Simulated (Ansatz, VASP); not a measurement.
**SrBrCl (1T-SrClBr, 1 layer): VASP beside Ansatz**

Aim: how closely do two programs agree when they are given the same cell, functional and k mesh? Of the first pair: The structure shown is the start of the Ansatz relaxation below; VASP solves that cell, so the two are compared at the walk's first step.

Method: plane waves, with VASP 6.6.1 beside it; single point at PBE, in Ansatz 0.2.0.

## (1) Set-up

The cell holds 3 atoms: 1 Br, 1 Sr and 1 Cl. Cell: a = 4.133 Å, b = 4.133 Å, c = 20.570 Å, α = 90.0°, β = 90.0°, γ = 120.0°. Vacuum lies along c.

## (2) Ansatz: relaxation, PBE

Ansatz runs on its default PAW (the set named soft_2) files.

The two programs are compared at the cell with which this relaxation starts, whose forces are those of its first step.

Input file input.yaml:

```yaml
crystal:
  lattice:
    - [4.133165, 0.0, 0.0]
    - [-2.0665825, 3.579425888, 0.0]
    - [0.0, 0.0, 20.5701222601]
  atoms:
    - { symbol: Br, position: [0.6666666667, 0.3333333333, 0.4132206845] }
    - { symbol: Sr, position: [0.0, 0.0, 0.5073102629] }
    - { symbol: Cl, position: [0.3333333333, 0.6666666667, 0.5867793155] }
kpoints:
  mp_grid: { grid: [6, 6, 1] }
hamiltonian:
  xc: pbe
scf:
  occupations: { method: fermi_dirac, width: 0.05 }
  convergence: { dr2_threshold: 1.0e-08 }
efield:
  axis: 3
  dipole_correction: true
  ramp_position: 0.97
  ramp_width: 0.04
relax:
  f_tol: 0.01
  cell: { fix: [c, alpha, beta] }
output:
  write_potential: true
  write_density: true
  volumetric_format: npy
```

Launch:

```sh
$ ansatz run input.yaml --threads 2 --pin off --max-ram 4096MiB --backend cpu --events-out ev --progress --plain --runs-dir out
```

Numbers of over 12 decimals in the logs are rounded to 6 here.

The log of the run:

```text
Warning: relax.cell: scf.convergence.dr2_threshold = 1e-8 eV is looser than the 3e-10 eV advised for a relaxation that steers and ends on the stress (1e-10 eV for each atom of the cell: 3). What an SCF threshold leaves in a stress goes as its square root, and in the free energy as the threshold itself, and one threshold admits the most on a small cell: [figures from the program's tests cut] Set scf.convergence.dr2_threshold to 3e-10 eV or tighter. The threshold is an SCF's pass mark: one that does not reach it within its budget of iterations ends unconverged, or closes short of it on a stop that the run arms, and scf.convergence.dr2_threshold's page says what that costs each kind of run
Engine: ansatz 0.2.0, aarch64-unknown-linux-gnu
Pseudopotentials: kind: paw
Pseudopotential: Br, paw, valence charge 7, recommended cutoff 420 eV (normal), Br.paw.azcp
Pseudopotential: Sr, paw, valence charge 10, recommended cutoff 420 eV (normal), Sr.paw.azcp
Pseudopotential: Cl, paw, valence charge 7, recommended cutoff 420 eV (normal), Cl.paw.azcp
Functional definition: PBE
  parameter kappa = 0.804
  parameter beta = 0.066725
  exchange = pbe_x(kappa = kappa, mu = beta*pi^2/3)
  correlation = pbe_c(beta = beta)
Crystal: 3 atoms, lattice volume = 304.322 Å³
Basis set: ecut = 420 eV, 5877 PW (Γ), exchange–correlation on 60×60×288 points (8 copies of the dense FFT grid, shifted against one another)
Bands: 16, of which v1, the nominal top of the filled ones, is band 12 counted from 1 (11 counted from 0)
Symmetry: 6 space group operations
Space group: P3m1 (ITA 156), of the structure as read, at distance tolerance 6.7e-5 Å
k-points: 7 of 36 (time reversal used)
Non-local potential: Br, projectors of the file, l = 0: 2, l = 1: 2, l = 2: 2
Non-local potential: Sr, projectors of the file, l = 0: 3, l = 1: 2, l = 2: 2
Non-local potential: Cl, projectors of the file, l = 0: 2, l = 1: 2, l = 2: 2
PAW form: soft (Blöchl's): semilocal exchange-correlation on the pseudo side does not see the compensation charge
PAW one-centre angular grid: Br, 110 points (default); XC on 64 Gauss nodes
PAW one-centre angular grid: Sr, 110 points (default); XC on 64 Gauss nodes
PAW one-centre angular grid: Cl, 110 points (default); XC on 64 Gauss nodes
Initial density: superposition of atomic densities (neutral atoms: chi_scale 0, normalization atom), corrected by the library's trained network
Initial wavefunctions: pseudopotential atomic-orbital guess
Functional: x = pbe(κ = 0.804, μ = 0.219515), c = pbe(β = 0.066725)
SCF iter   1: F=—  HF=-7413.511945 eV  |F-HF|=—  |Δ(HF+E_count)|=         —  Δρ=4.79e-4  dr2=4.16e-3  ethr=1.77e-3  p=0.035 e·Å  D=2.06e-2 V/Å  ΔV_dip=-0.42 eV  dr2_dipole=1.68e-5  V_vac-E_F(+/−)=4.82/5.25 eV  ⟨swp⟩=14.3  Hψ=1144  notcnv=0
efield: sawtooth ramp at fractional position 0.9700 (set: `efield.ramp_position`, or a place that a band, a saddle search or an elastic batch's reference lends), width 0.0400; the density the first Hamiltonian is built on has a dipole p = 0.035 e·Å; the dipole correction subtracts the counter field D = 2.06e-2 V/Å, which shifts the + side's vacuum level by -0.42 eV against the − side's; the planar-averaged density in the ramp window peaks in size at 2.4e-6 e/Å³
preconditioner: auto → Resta (q_TF=auto, 1.787 Å⁻¹)  ε∞=1.5  [insulator: Δε(μ)=4.511 eV  Ē_g=13.522 eV  σ=0.050 eV  W_gap=1.00  n_scr=28 (ndim 8)  ℏωp=10.0 eV  f_vac=0.660  D(μ)=0.00/eV (n_scr^D=0)  ε∞_Penn≈1.5  vacuum switching on, ρ_ref=1.3e-2 e/Å³]
SCF iter   2: F=—  HF=-7413.513876 eV  |F-HF|=—  |Δ(HF+E_count)|=   1.93e-3  Δρ=4.00e-4  dr2=1.58e-3  ethr=1.73e-5  p=0.036 e·Å  D=2.14e-2 V/Å  ΔV_dip=-0.44 eV  dr2_dipole=3.31e-5  V_vac-E_F(+/−)=4.94/5.38 eV  ⟨swp⟩=2.6  Hψ=290  notcnv=0
SCF iter   3: F=—  HF=-7413.513915 eV  |F-HF|=—  |Δ(HF+E_count)|=   3.89e-5  Δρ=1.58e-4  dr2=1.78e-4  ethr=6.58e-6  p=0.033 e·Å  D=1.96e-2 V/Å  ΔV_dip=-0.40 eV  dr2_dipole=1.39e-7  V_vac-E_F(+/−)=4.97/5.38 eV  ⟨swp⟩=2.0  Hψ=156  notcnv=0
SCF iter   4: F=—  HF=-7413.514398 eV  |F-HF|=—  |Δ(HF+E_count)|=   4.83e-4  Δρ=5.92e-5  dr2=3.00e-5  ethr=7.43e-7  p=0.033 e·Å  D=1.94e-2 V/Å  ΔV_dip=-0.40 eV  dr2_dipole=1.65e-6  V_vac-E_F(+/−)=5.01/5.41 eV  ⟨swp⟩=2.0  Hψ=173  notcnv=0
SCF iter   5: F=—  HF=-7413.514428 eV  |F-HF|=—  |Δ(HF+E_count)|=   2.99e-5  Δρ=2.61e-5  dr2=7.33e-6  ethr=1.25e-7  p=0.031 e·Å  D=1.86e-2 V/Å  ΔV_dip=-0.38 eV  dr2_dipole=1.16e-6  V_vac-E_F(+/−)=5.04/5.42 eV  ⟨swp⟩=2.3  Hψ=160  notcnv=0
[...]
SCF iter   5: F=—  HF=-7413.773350 eV  |F-HF|=—  |Δ(HF+E_count)|=   7.97e-5  Δρ=5.66e-6  dr2=1.02e-7  ethr=7.78e-9  p=0.040 e·Å  D=2.00e-2 V/Å  ΔV_dip=-0.41 eV  dr2_dipole=2.28e-10  V_vac-E_F(+/−)=4.71/5.12 eV  ⟨swp⟩=2.1  Hψ=165  notcnv=0
SCF iter   6: F=-7413.773350 eV  HF=-7413.773350 eV  |F-HF|=2.08e-9  |Δ(HF+E_count)|=   8.83e-8  Δρ=8.21e-7  dr2=1.71e-9  ethr=4.17e-11  p=0.040 e·Å  D=2.00e-2 V/Å  ΔV_dip=-0.41 eV  dr2_dipole=2.31e-12  V_vac-E_F(+/−)=4.71/5.12 eV  ⟨swp⟩=8.0  Hψ=892  notcnv=0
SCF 6 converged in 6 iterations: F = -7413.773350 eV  dr2 = 1.71e-9
relax step   6: F+E_penalty+E_count = -7413.77334977 eV  Δ(F+E_penalty+E_count) = -6.635e-4 eV  max|allowed force component| = 5.594e-3 eV/Å  Δτ_max = 0.0093 Å  P = +0.004 GPa  Ω = 363.378 Å³  energy of the carried Pulay correction = -5.129e-4 eV  fix = [c, alpha, beta]  reactions: c +0.001 GPa  (6 SCF iters, accepted)
Basis set: ecut = 420 eV, 7119 PW (Γ), exchange–correlation on 64×64×288 points (8 copies of the dense FFT grid, shifted against one another)
Initial wavefunctions: pseudopotential atomic-orbital guess (no wavefunctions were taken with the density)
iter 1 solved again at ethr=9.61e-7 eV; its pass at ethr=3.10e-3 eV (dr2=2.31e-4 eV) is discarded
SCF iter   1: F=—  HF=-7413.774052 eV  |F-HF|=—  |Δ(HF+E_count)|=         —  Δρ=6.68e-5  dr2=1.79e-6  ethr=9.61e-7  p=0.040 e·Å  D=2.00e-2 V/Å  ΔV_dip=-0.41 eV  dr2_dipole=1.87e-10  V_vac-E_F(+/−)=4.71/5.12 eV  ⟨swp⟩=4.0  Hψ=1441  notcnv=0
efield: sawtooth ramp at fractional position 0.9700 (set: `efield.ramp_position`, or a place that a band, a saddle search or an elastic batch's reference lends), width 0.0400; the density the first Hamiltonian is built on has a dipole p = 0.040 e·Å; the dipole correction subtracts the counter field D = 2.00e-2 V/Å, which shifts the + side's vacuum level by -0.41 eV against the − side's; the planar-averaged density in the ramp window peaks in size at 1.4e-7 e/Å³
preconditioner: auto → Resta (q_TF=auto, 1.735 Å⁻¹)  ε∞=1.5  [insulator: Δε(μ)=5.316 eV  Ē_g=13.503 eV  σ=0.050 eV  W_gap=1.00  n_scr=40 (ndim 8)  ℏωp=9.1 eV  f_vac=0.691  D(μ)=0.00/eV (n_scr^D=0)  ε∞_Penn≈1.5  vacuum switching on, ρ_ref=1.3e-2 e/Å³]
SCF iter   2: F=—  HF=-7413.774326 eV  |F-HF|=—  |Δ(HF+E_count)|=   2.74e-4  Δρ=3.41e-5  dr2=4.53e-7  ethr=7.48e-9  p=0.040 e·Å  D=2.00e-2 V/Å  ΔV_dip=-0.41 eV  dr2_dipole=9.71e-11  V_vac-E_F(+/−)=4.71/5.12 eV  ⟨swp⟩=2.4  Hψ=207  notcnv=0
SCF iter   3: F=—  HF=-7413.774382 eV  |F-HF|=—  |Δ(HF+E_count)|=   5.64e-5  Δρ=2.42e-6  dr2=3.34e-8  ethr=1.89e-9  p=0.040 e·Å  D=2.00e-2 V/Å  ΔV_dip=-0.41 eV  dr2_dipole=1.20e-9  V_vac-E_F(+/−)=4.71/5.12 eV  ⟨swp⟩=2.0  Hψ=171  notcnv=0
SCF iter   4: F=-7413.774382 eV  HF=-7413.774382 eV  |F-HF|=2.41e-9  |Δ(HF+E_count)|=   1.44e-7  Δρ=6.94e-7  dr2=6.73e-10  ethr=4.17e-11  p=0.040 e·Å  D=2.00e-2 V/Å  ΔV_dip=-0.41 eV  dr2_dipole=4.78e-11  V_vac-E_F(+/−)=4.71/5.12 eV  ⟨swp⟩=14.3  Hψ=1025  notcnv=0
SCF 7 converged in 4 iterations: F = -7413.774382 eV  dr2 = 6.73e-10
relax step   7: F+E_penalty+E_count = -7413.77438228 eV  Δ(F+E_penalty+E_count) = -1.033e-3 eV  max|allowed force component| = 5.696e-3 eV/Å  Δτ_max = 0.0000 Å  P = +0.009 GPa  Ω = 363.378 Å³  fix = [c, alpha, beta]  reactions: c +0.002 GPa  stress off target by 1.25e-2 GPa on what of the cell is left free  SCF on the basis re-selected at this cell (its energy is not comparable with the rows above)  (4 SCF iters)
basis re-selected at this cell: Δ(F+E_penalty+E_count) = -1.033e-3 eV, ΔP = +0.004 GPa vs the last step (what re-selecting the basis moved, of the pressure what is left beyond the Pulay correction that the steps carried, after the strain that the cell walked since its last selection, with what the two solves' SCF thresholds leave and, on support functions, any second-order correction that the steps lacked; it is no measure of the basis error at this ecutwfc). The dense FFT grid was sized anew with the basis: this SCF ran on 32×32×144 points, the steps before it on 30×30×144, so part of this shift can come from that change (see relax.cell in the input reference). [rest of the remark cut]
WARN: The output density's exchange-correlation potential varies sharply where the density is thin. Do not read a vacuum level from v_tot or v_xc, or from such a field of the output density. On a cell that repeats whose density bears no net charge and no dipole along the vacuum's axis use v_es (v_loc + v_h of the components); under efield.dipole_correction with no amplitude use v_es + v_field, which holds any externa [...]
SCF converged after 4 iterations
Free energy (F): -7413.774382 eV
Harris-Foulkes:  -7413.774382 eV  (|F-HF|=2.41e-9)
Internal energy: -7413.774382 eV  (E = F + TS)
E sigma→0 (E₀):  -7413.774382 eV
Fermi energy:    -2.271843 eV
Dipole field:    D = 0.019964 V/Å  (p = 0.040091 e·Å, saw-weighted, corrected)
Work function:   Φ+ = 4.7071 eV   Φ− = 5.1177 eV
Levels:          The Fermi level and band energies are counted from a zero that moves with the ramp; work functions are not
--- Per-component energies (eV) ---
  E_band       = -332.780946
  E_kinetic    = 539.615376
  E_local      = -7462.229330  (includes V_loc(G=0)·N_el)
  E_nonlocal   = 300.694164
  E_hartree    = 3363.468385
  E_xc         = -545.699010
  E_vxc        = -388.481569  (∫ρ·V_xc dr)
  E_paw        = -5600.609045  (= ΣΔE_a)
  E_vpaw       = -49.190120  (= ΣTr[D̂ρ^β])
  E_aug_tail   = 0.000089  (compensation charges beyond the density's cutoff)
  E_efield     = 0.000400  (sawtooth field / dipole correction)
  E_vefield    = -0.127018  (∫n·V_field dr)
  E_ewald      = 1990.984589
  E_smearing   = -0.000000  (= −TS)
  E_closure    = -0.000000  (closes the sum)
  Σ components = -7413.774382   (vs F -7413.774382, Δ=0.00e0)
--- Forces (eV/Å), atoms counted from 1 ---
  atom   1  Br    -0.00000000    -0.00000000     0.00131739
  atom   2  Sr     0.00000000     0.00000000    -0.00569800
  atom   3  Cl     0.00000000     0.00000000     0.00437469
  max |Σ_I F_I| component: 5.91e-6 eV/Å
--- Stress (GPa, compression-positive) ---
        0.012509       0.000000      -0.000000
        0.000000       0.012509      -0.000000
       -0.000000      -0.000000       0.001661
  P = ⅓ Tr σ = 0.0089 GPa (0.089 kbar)
--- Band table (eV; the first three rows and the last of 7) ---
  k-point 0: bands = [... 8 lower, -6.1761, -5.1074, -4.9995, -4.9995, 0.3162, 1.4516, 1.4516, 1.6839]
  k-point 1: bands = [... 8 lower, -6.1427, -5.2830, -5.0717, -5.0126, 0.7976, 1.2426, 1.7517, 1.8006]
  k-point 2: bands = [... 8 lower, -6.0827, -5.5116, -5.1991, -5.0516, 0.8003, 1.8891, 2.2208, 2.4213]
  k-point 6: bands = [... 8 lower, -6.0353, -5.4947, -5.3925, -5.2031, 1.5869, 1.6111, 2.0129, 3.1979]
--- Relaxed structure (6 steps of the walk, 5 accepted, 1 SCFs on fresh bases) ---
  F+E_penalty+E_count = -7413.77438228 eV   max|allowed force component| = 5.696e-3 eV/Å   (the final SCF, on the basis selected at the relaxed cell)
  cell:  # Å, volume = 363.3782 Å³
    - [4.516434, 0, 0]
    - [-2.258217, 3.911347, 0]
    - [0, 0, 20.5701222601]
  atoms:
    - { symbol: Br, position: [0.666667, 0.333333, 0.428105] }
    - { symbol: Sr, position: [-3.4148186187870714e-19, 0, 0.506692] }
    - { symbol: Cl, position: [0.333333, 0.666667, 0.572513] }
```

In the SCF lines HF is the Harris–Foulkes energy and dr2 the Hartree energy of the density residual, in eV; the loop may stop once dr2 is under the threshold and the program's other checks hold. Hψ counts applications of the Hamiltonian.

## (3) VASP: single point, PBE, start cell, pair 1

The same cell, functional, mesh and smearing now go to VASP, with its own data sets.

Lines of VASP's logs that name or quote its potential files are left out, and so is its time.

Input file INCAR:

```
SYSTEM = SrBrCl
PREC = Accurate
ENCUT = 400
EDIFF = 1E-06
NELM = 120
ISMEAR = -1
SIGMA = 0.05
LREAL = .FALSE.
ALGO = Normal
GGA = PE
NBANDS = 18
LORBIT = 11
LWAVE = .FALSE.
LCHARG = .FALSE.
ISIF = 2
LDIPOL = .TRUE.
IDIPOL = 3
DIPOL = 0.5 0.5 0.503
LVHAR = .TRUE.
LASPH = .TRUE.
GGA_COMPAT = .FALSE.
EFERMI = MIDGAP
NELMDL = -8
```

Input file POSCAR:

```
SrBrCl
1.0
    4.1331650000      0.0000000000      0.0000000000
   -2.0665820000      3.5794260000      0.0000000000
    0.0000000000      0.0000000000     20.5701220000
Br Sr Cl
1 1 1
Direct
    0.6666665054      0.3333333333      0.4132206897
    0.0000000000      0.0000000000      0.5073102629
    0.3333332527      0.6666666667      0.5867793103
```

Input file KPOINTS:

```
Automatic mesh
0
Gamma
6 6 1
0 0 0
```

Potentials, in the order of the species: Br, Sr_sv and Cl (PBE family, release 64).

Launch:

```sh
$ mpirun -np 1 vasp_std
```

The log of the run:

```text
[banner, memory and clock lines left out]
running    1 mpi-ranks, on    1 nodes
 distrk:  each k-point on    1 cores,    1 groups
 distr:  one band on    1 cores,    1 groups

 POSCAR found type information on POSCAR BrSrCl
 POSCAR found :  3 types and       3 ions
 LDA part: xc-table for (Slater+PW92), standard interpolation
 POSCAR, INCAR and KPOINTS ok, starting setup
 FFT: planning ... GRIDC
 FFT: planning ... GRID_SOFT
 FFT: planning ... GRID
 WAVECAR not read
 entering main loop
       N       E                     dE             d eps       ncg     rms          rms(c)
DAV:   1     0.168356732658E+03    0.16836E+03   -0.83160E+03   284   0.787E+02
DAV:   2     0.115072398575E+02   -0.15685E+03   -0.15231E+03   356   0.189E+02
DAV:   3    -0.114519203933E+02   -0.22959E+02   -0.22913E+02   382   0.717E+01
DAV:   4    -0.119428728022E+02   -0.49095E+00   -0.49007E+00   398   0.112E+01
DAV:   5    -0.119523183620E+02   -0.94456E-02   -0.94417E-02   408   0.119E+00
DAV:   6    -0.119524041733E+02   -0.85811E-04   -0.85793E-04   376   0.130E-01
DAV:   7    -0.119524078876E+02   -0.37144E-05   -0.37141E-05   416   0.203E-02
DAV:   8    -0.119524079664E+02   -0.78786E-07   -0.78868E-07   376   0.339E-03    0.167E+01
DAV:   9    -0.117005117569E+02    0.25190E+00   -0.53541E-01   308   0.388E+00    0.103E+01
DAV:  10    -0.117080585958E+02   -0.75468E-02   -0.52698E-01   352   0.407E+00    0.103E+00
DAV:  11    -0.116991566407E+02    0.89020E-02   -0.66802E-02   352   0.141E+00    0.575E-01
DAV:  12    -0.116993538402E+02   -0.19720E-03   -0.29171E-03   376   0.326E-01    0.262E-01
DAV:  13    -0.116995194483E+02   -0.16561E-03   -0.69031E-04   368   0.155E-01    0.637E-02
DAV:  14    -0.116995611752E+02   -0.41727E-04   -0.15259E-04   376   0.803E-02    0.419E-02
[...]
DAV:  18    -0.117002305584E+02   -0.13591E-03   -0.17303E-05   346   0.178E-02    0.475E-03
DAV:  19    -0.117002507239E+02   -0.20166E-04   -0.11349E-06   350   0.442E-03    0.395E-03
DAV:  20    -0.117002775114E+02   -0.26788E-04   -0.80671E-07   312   0.391E-03    0.126E-03
DAV:  21    -0.117002841058E+02   -0.65944E-05   -0.27743E-07   306   0.196E-03    0.120E-03
DAV:  22    -0.117002917801E+02   -0.76743E-05   -0.24516E-07   276   0.177E-03    0.447E-04
DAV:  23    -0.117002950680E+02   -0.32879E-05   -0.69603E-08   286   0.828E-04    0.343E-04
DAV:  24    -0.117002977929E+02   -0.27249E-05   -0.46183E-08   280   0.662E-04    0.239E-04
DAV:  25    -0.117002987696E+02   -0.97668E-06   -0.12202E-08   312   0.334E-04
   1 F= -.11700299E+02 E0= -.11700299E+02  d E =-.125709E-19
```

OUTCAR, selected parts (step 3):

```text
ion  position               nearest neighbor table
   1  0.667  0.333  0.413-   2 3.07   2 3.07   2 3.07
   2  0.000  0.000  0.507-   3 2.89   3 2.89   3 2.89   1 3.07   1 3.07   1 3.07
   3  0.333  0.667  0.587-   2 2.89   2 2.89   2 2.89

  LATTYP: Found a hexagonal cell.
 ALAT       =     4.1331650000
 C/A-ratio  =     4.9768451054

 Subroutine GETGRP returns: Found  6 space group operations
 (whereof  6 operations were pure point group operations)

The static configuration has the point symmetry C_3v.

 Found      7 irreducible k-points:

   k-points           NKPTS =      7   k-points in BZ     NKDIM =      7   number of bands    NBANDS=     18

   dimension x,y,z NGX =    28 NGY =   28 NGZ =  140
   dimension x,y,z NGXF=    56 NGYF=   56 NGZF=  280

   ENCUT  =  400.0 eV  29.40 Ry    5.42 a.u.   6.74  6.74 33.54*2*pi/ulx,y,z

   NELECT =      24.0000    total number of electrons

 k-points in reciprocal lattice and weights: Automatic mesh
   0.00000000  0.00000000  0.00000000       0.028
   0.16666667  0.00000000  0.00000000       0.167
   0.33333333  0.00000000  0.00000000       0.167
   0.50000000 -0.00000000  0.00000000       0.083
   0.16666667  0.16666667  0.00000000       0.167
   0.33333333  0.16666667  0.00000000       0.333
   0.33333333  0.33333333  0.00000000       0.056

 dipolmoment           0.000000      0.000000     -0.032489 electrons x Angstroem

 average (electrostatic) potential at core
       1 -68.5185       2 -44.3903       3 -99.0195

 E-fermi :  -2.9642

 k-point     1 :       0.0000    0.0000    0.0000
  band No.  band energies     occupation
    ...
      8      -6.6427      2.00000
      9      -6.6427      2.00000
     10      -5.9949      2.00000
     11      -5.2069      2.00000
     12      -5.2069      2.00000
     13      -0.3140      0.00000
     14       0.5818      0.00000
     15       0.8068      0.00000
     16       0.8068      0.00000
     17       1.3396      0.00000
    ...

 k-point     2 :       0.1667    0.0000    0.0000
  band No.  band energies     occupation
    ...
      8      -6.9084      2.00000
      9      -6.6591      2.00000
     10      -5.9604      2.00000
     11      -5.6101      2.00000
     12      -5.3009      2.00000
     13       0.0318      0.00000
     14       0.3501      0.00000
     15       0.9850      0.00000
     16       1.1705      0.00000
     17       1.4757      0.00000
    ...

 k-point     3 :       0.3333    0.0000    0.0000
  band No.  band energies     occupation
    ...
      8      -6.9813      2.00000
      9      -6.7061      2.00000
     10      -6.2832      2.00000
     11      -5.9129      2.00000
     12      -5.4594      2.00000
     13      -0.4705      0.00000
     14       1.0564      0.00000
     15       1.7024      0.00000
     16       2.1205      0.00000
     17       2.4811      0.00000
    ...

  Total        1.7569502      1.7569503     -1.4195635      0.0000002      0.0000000      0.0000000
  in kB        9.2498999      9.2499005     -7.4736440      0.0000013      0.0000000      0.0000000
  external PRESSURE =       3.6753855 kB  Pullay stress =       0.0000000 kB

  energy-cutoff  :      400.00
  volume of cell :      304.32
      direct lattice vectors                 reciprocal lattice vectors
     4.133165000  0.000000000  0.000000000     0.241945337  0.139687167  0.000000000
    -2.066582000  3.579426000  0.000000000     0.000000000  0.279374402  0.000000000
     0.000000000  0.000000000 20.570122000     0.000000000  0.000000000  0.048614199

 POSITION                                       TOTAL-FORCE (eV/Angst)
 -----------------------------------------------------------------------------------
      2.06658      1.19314      8.50000        -0.000000      0.000000      0.501706
      0.00000      0.00000     10.43543         0.000000     -0.000000     -0.249727
     -0.00000      2.38628     12.07012         0.000000     -0.000000     -0.251979
 -----------------------------------------------------------------------------------
    total drift:                                0.000774      0.000000     -0.000002

  FREE ENERGIE OF THE ION-ELECTRON SYSTEM (eV)
  ---------------------------------------------------
  free  energy   TOTEN  =       -11.7002987696 eV

  energy  without entropy=      -11.7002987696  energy(sigma->0) =      -11.70029877

 vacuum level on the upper side and lower side of the slab         2.067         2.464

 total charge
# of ion       s       p       d       tot
------------------------------------------
    1        1.608   3.276   0.006   4.890
    2        2.008   5.780   0.189   7.977
    3        1.595   3.560   0.000   5.155
--------------------------------------------------
tot          5.210  12.616   0.196  18.021

[... 3 further parts left out ...]
```

[end of part 1 of 2]

[Lines on the potential files, build, host, timing and source positions are cut from VASP's logs without a mark.]

[Logs are printed without paths, hosts, clocks, repeated set-up lines and the standing remarks that a program may print on its own settings, such as how far it seeks lower states.]

[Hosts, paths, dates, database ids (printed as entryN), source tags and the programs' standing remarks are cut or masked in the printed files.]
